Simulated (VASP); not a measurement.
# MgS: equation of state in MP2

MgS, Fm-3m (no. 225), 2 atoms in the cell. HF, MP2 total energies; PAW potentials S_GW, Mg_GW (PBE set).

k mesh of the Hartree-Fock energy: 4 × 4 × 4; Volumes (share of the given one): 0.92, 0.96, 1, 1.04, 1.08; Algorithm: Laplace-transformed MP2.

## Input

INCAR.step1:
```
SYSTEM = MgS
ALGO     = Normal         ! electronic algorithm
EDIFF    = 1E-7           ! SCF threshold, eV
ENCUT    = 300            ! plane-wave cutoff, eV
GGA      = PE             ! functional
ISMEAR   = 0              ! smearing method
LASPH    = .TRUE.         ! aspherical terms in the spheres
LCHARG   = .FALSE.        ! write CHGCAR
LREAL    = .FALSE.        ! projectors in reciprocal space
LWAVE    = .TRUE.         ! write WAVECAR
PREC     = Accurate       ! precision mode
SIGMA    = 0.01           ! smearing width, eV
```

INCAR.step2, as INCAR.step1 but for:
```
- ALGO = Normal
- EDIFF = 1E-7
- LWAVE = .TRUE.
+ AEXX = 1.0
+ AGGAC = 0.0
+ ALDAC = 0.0
+ ALGO = All
+ EDIFF = 1E-6
+ HFRCUT = -1
+ KPAR = 8
+ LHFCALC = .TRUE.
+ LWAVE = .FALSE.
+ PRECFOCK = Fast
```

INCAR.step3:
```
SYSTEM = MgS
ALGO     = Normal         ! electronic algorithm
EDIFF    = 1E-6           ! SCF threshold, eV
ENCUT    = 300            ! plane-wave cutoff, eV
GGA      = PE             ! functional
ISMEAR   = 0              ! smearing method
LASPH    = .TRUE.         ! aspherical terms in the spheres
LCHARG   = .FALSE.        ! write CHGCAR
LREAL    = .FALSE.        ! projectors in reciprocal space
LWAVE    = .TRUE.         ! write WAVECAR
PREC     = Accurate       ! precision mode
SIGMA    = 0.01           ! smearing width, eV
```

INCAR.step4, as INCAR.step3 but for:
```
- ALGO = Normal
- EDIFF = 1E-6
+ AEXX = 1.0
+ AGGAC = 0.0
+ ALDAC = 0.0
+ ALGO = All
+ EDIFF = 1E-7
+ HFRCUT = -1
+ LHFCALC = .TRUE.
+ LORBITALREAL = .TRUE.
+ PRECFOCK = Fast
```

INCAR.step5, as INCAR.step4 but for:
```
- ALGO = All
- EDIFF = 1E-7
+ ALGO = Exact
+ EDIFF = 1E-8
+ NBANDS = 392
+ NELM = 1
```

INCAR.step6, as INCAR.step5 but for:
```
- ALGO = Exact
- HFRCUT = -1
- LWAVE = .TRUE.
- NELM = 1
+ ALGO = ACFDTRK
+ KPAR = 4
+ LMP2LT = .TRUE.
+ LWAVE = .FALSE.
+ NOMEGA = 6
```

INCAR.step11, as INCAR.step6 but for:
```
- ALGO = ACFDTRK
- KPAR = 4
- LMP2LT = .TRUE.
- LWAVE = .FALSE.
- NBANDS = 392
- NOMEGA = 6
+ ALGO = Exact
+ HFRCUT = -1
+ LWAVE = .TRUE.
+ NBANDS = 411
+ NELM = 1
```

INCAR.step12, as INCAR.step11 but for:
```
- ALGO = Exact
- HFRCUT = -1
- LWAVE = .TRUE.
- NBANDS = 411
- NELM = 1
+ ALGO = ACFDTRK
+ KPAR = 4
+ LMP2LT = .TRUE.
+ LWAVE = .FALSE.
+ NBANDS = 416
+ NOMEGA = 6
```

INCAR.step17, as INCAR.step12 but for:
```
- ALGO = ACFDTRK
- KPAR = 4
- LMP2LT = .TRUE.
- LWAVE = .FALSE.
- NBANDS = 416
- NOMEGA = 6
+ ALGO = Exact
+ HFRCUT = -1
+ LWAVE = .TRUE.
+ NBANDS = 412
+ NELM = 1
```

INCAR.step23, as INCAR.step17 but for:
```
- NBANDS = 412
+ NBANDS = 444
```

INCAR.step24, as INCAR.step23 but for:
```
- ALGO = Exact
- HFRCUT = -1
- LWAVE = .TRUE.
- NBANDS = 444
- NELM = 1
+ ALGO = ACFDTRK
+ KPAR = 4
+ LMP2LT = .TRUE.
+ LWAVE = .FALSE.
+ NBANDS = 448
+ NOMEGA = 6
```

INCAR.step29, as INCAR.step24 but for:
```
- ALGO = ACFDTRK
- KPAR = 4
- LMP2LT = .TRUE.
- LWAVE = .FALSE.
- NBANDS = 448
- NOMEGA = 6
+ ALGO = Exact
+ HFRCUT = -1
+ LWAVE = .TRUE.
+ NBANDS = 464
+ NELM = 1
```

INCAR.step30, as INCAR.step29 but for:
```
- ALGO = Exact
- HFRCUT = -1
- LWAVE = .TRUE.
- NELM = 1
+ ALGO = ACFDTRK
+ KPAR = 4
+ LMP2LT = .TRUE.
+ LWAVE = .FALSE.
+ NOMEGA = 6
```

KPOINTS.step1:
```
k-points
0
Gamma
  4 4 4
```

KPOINTS.step3:
```
k-points
0
Gamma
  2 2 2
```

POSCAR.step1:
```
MgS
1.0
    0.0000000000      2.5303357197      2.5303357197
    2.5303357197      0.0000000000      2.5303357197
    2.5303357197      2.5303357197      0.0000000000
S Mg
1 1
Direct
    0.5000000000      0.5000000000      0.5000000000
    0.0000000000      0.0000000000      0.0000000000
```

POSCAR.step7:
```
MgS
1.0
    0.0000000000      2.5664882573      2.5664882573
    2.5664882573      0.0000000000      2.5664882573
    2.5664882573      2.5664882573      0.0000000000
S Mg
1 1
Direct
    0.5000000000      0.5000000000      0.5000000000
    0.0000000000      0.0000000000      0.0000000000
```

POSCAR.step13:
```
MgS
1.0
    0.0000000000      2.6016500000      2.6016500000
    2.6016500000      0.0000000000      2.6016500000
    2.6016500000      2.6016500000      0.0000000000
S Mg
1 1
Direct
    0.5000000000      0.5000000000      0.5000000000
    0.0000000000      0.0000000000      0.0000000000
```

POSCAR.step19:
```
MgS
1.0
    0.0000000000      2.6358861629      2.6358861629
    2.6358861629      0.0000000000      2.6358861629
    2.6358861629      2.6358861629      0.0000000000
S Mg
1 1
Direct
    0.5000000000      0.5000000000      0.5000000000
    0.0000000000      0.0000000000      0.0000000000
```

POSCAR.step25:
```
MgS
1.0
    0.0000000000      2.6692553530      2.6692553530
    2.6692553530      0.0000000000      2.6692553530
    2.6692553530      2.6692553530      0.0000000000
S Mg
1 1
Direct
    0.5000000000      0.5000000000      0.5000000000
    0.0000000000      0.0000000000      0.0000000000
```

Commands (each step's output is kept before the next begins):
```
cat potpaw_PBE.64/S_GW/POTCAR potpaw_PBE.64/Mg_GW/POTCAR > POTCAR
cp INCAR.step1 INCAR
cp KPOINTS.step1 KPOINTS
cp POSCAR.step1 POSCAR
mpirun -np 8 vasp_std > vasp.out
cp INCAR.step2 INCAR
mpirun -np 8 vasp_std > vasp.out
rm WAVECAR CHG
cp INCAR.step3 INCAR
cp KPOINTS.step3 KPOINTS
mpirun -np 8 vasp_std > vasp.out
cp INCAR.step4 INCAR
mpirun -np 8 vasp_std > vasp.out
cp INCAR.step5 INCAR
mpirun -np 8 vasp_std > vasp.out
cp INCAR.step6 INCAR
mpirun -np 8 vasp_std > vasp.out
rm WAVECAR CHG
cp INCAR.step1 INCAR
cp KPOINTS.step1 KPOINTS
cp POSCAR.step7 POSCAR
mpirun -np 8 vasp_std > vasp.out
cp INCAR.step2 INCAR
mpirun -np 8 vasp_std > vasp.out
rm WAVECAR CHG
cp INCAR.step3 INCAR
cp KPOINTS.step3 KPOINTS
mpirun -np 8 vasp_std > vasp.out
cp INCAR.step4 INCAR
mpirun -np 8 vasp_std > vasp.out
cp INCAR.step11 INCAR
mpirun -np 8 vasp_std > vasp.out
cp INCAR.step12 INCAR
mpirun -np 8 vasp_std > vasp.out
rm WAVECAR CHG
cp INCAR.step1 INCAR
cp KPOINTS.step1 KPOINTS
cp POSCAR.step13 POSCAR
mpirun -np 8 vasp_std > vasp.out
cp INCAR.step2 INCAR
mpirun -np 8 vasp_std > vasp.out
rm WAVECAR CHG
cp INCAR.step3 INCAR
cp KPOINTS.step3 KPOINTS
mpirun -np 8 vasp_std > vasp.out
cp INCAR.step4 INCAR
mpirun -np 8 vasp_std > vasp.out
cp INCAR.step17 INCAR
mpirun -np 8 vasp_std > vasp.out
cp INCAR.step12 INCAR
mpirun -np 8 vasp_std > vasp.out
rm WAVECAR CHG
cp INCAR.step1 INCAR
cp KPOINTS.step1 KPOINTS
cp POSCAR.step19 POSCAR
mpirun -np 8 vasp_std > vasp.out
cp INCAR.step2 INCAR
mpirun -np 8 vasp_std > vasp.out
rm WAVECAR CHG
cp INCAR.step3 INCAR
cp KPOINTS.step3 KPOINTS
mpirun -np 8 vasp_std > vasp.out
cp INCAR.step4 INCAR
mpirun -np 8 vasp_std > vasp.out
cp INCAR.step23 INCAR
mpirun -np 8 vasp_std > vasp.out
cp INCAR.step24 INCAR
mpirun -np 8 vasp_std > vasp.out
rm WAVECAR CHG
cp INCAR.step1 INCAR
cp KPOINTS.step1 KPOINTS
cp POSCAR.step25 POSCAR
mpirun -np 8 vasp_std > vasp.out
cp INCAR.step2 INCAR
mpirun -np 8 vasp_std > vasp.out
rm WAVECAR CHG
cp INCAR.step3 INCAR
cp KPOINTS.step3 KPOINTS
mpirun -np 8 vasp_std > vasp.out
cp INCAR.step4 INCAR
mpirun -np 8 vasp_std > vasp.out
cp INCAR.step29 INCAR
mpirun -np 8 vasp_std > vasp.out
cp INCAR.step30 INCAR
mpirun -np 8 vasp_std > vasp.out
```

## Result

- MP2 volume at rest (Å³/atom): 17.96
- MP2 bulk modulus (GPa): 76
- PBE volume at rest (Å³/atom): 17.91
- PBE bulk modulus (GPa): 74
- Hartree-Fock volume at rest (Å³/atom): 18.46
- Hartree-Fock bulk modulus (GPa): 77

Energy against volume (meV/atom, each curve from its lowest point):

| Volume (Å³/atom) | PBE | Hartree-Fock | MP2 total |
|---|---|---|---|
| 16.2 | 43.6 | 82.2 | 41 |
| 16.91 | 13.1 | 36 | 13.5 |
| 17.61 | 0 | 9.8 | 0.4 |
| 18.31 | 0.8 | 0 | 0 |
| 19.02 | 13.1 | 3.6 | 13 |

VASP 6.6.1 took 322 s on 8 cores (AMD EPYC 9R45 (Zen 5)), a shared host.
